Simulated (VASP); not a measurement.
Os:

```
Os
1.0
     2.73410    0.00000    0.00000
    -1.36705    2.36780    0.00000
     0.00000    0.00000    4.31970
Os
2
Direct
  0.66667 0.33333 0.75000
  0.33333 0.66667 0.25000
```

| Quantity | Value |
| --- | --- |
| Program | VASP 6.6.1 |
| Task | relaxation of cell and atoms |
| Functional | PW91 |
| Potentials or basis | VASP PAW PBE potentials, release 64 (Os) |
| Cutoff | 600 eV |
| k mesh | 11 × 11 × 6 |
| Occupations | fermi-dirac, width 0.05 eV |
| Spin | no spin polarisation |

At the start: pressure 13.4 GPa; volume 13.98 Å³/atom.

Where does the relaxation end?

Over 9 steps the energy falls by 17.8 meV/atom and the volume is 14.42 Å³/atom (+3.2 %); space group P6_3/mmc (No. 194, to 0.05 Å).

Step by step:
| step | energy change (eV) | largest force (eV/Å) | pressure (GPa) | volume (Å³) |
| --- | --- | --- | --- | --- |
| 1 | 0.0000 | 0.0000 | 13.38 | 27.96 |
| 2 | 0.5244 | 0.0000 | -38.09 | 32.96 |
| 3 | -0.0355 | 0.0000 | -0.78 | 28.91 |
| 4 | -0.0356 | 0.0000 | -0.05 | 28.85 |
| 5 | -0.0356 | 0.0000 | 0.20 | 28.83 |
| 6 | -0.0356 | 0.0000 | 0.18 | 28.84 |
| 7 | -0.0357 | 0.0000 | 0.20 | 28.84 |
| 8 | -0.0356 | 0.0000 | -0.59 | 28.89 |
| 9 | -0.0357 | 0.0000 | 0.02 | 28.85 |

Final structure:
```yaml
crystal:
  lattice:
    - [2.76345, 0.00000, 0.00000]
    - [-1.38173, 2.39322, 0.00000]
    - [0.00000, 0.00000, 4.36197]
  atoms:
    - { symbol: Os, position: [0.66667, 0.33333, 0.75000] }
    - { symbol: Os, position: [0.33333, 0.66667, 0.25000] }
```

Caveat: the PAW data sets were made with another functional, which shifts forces and pressure a little.
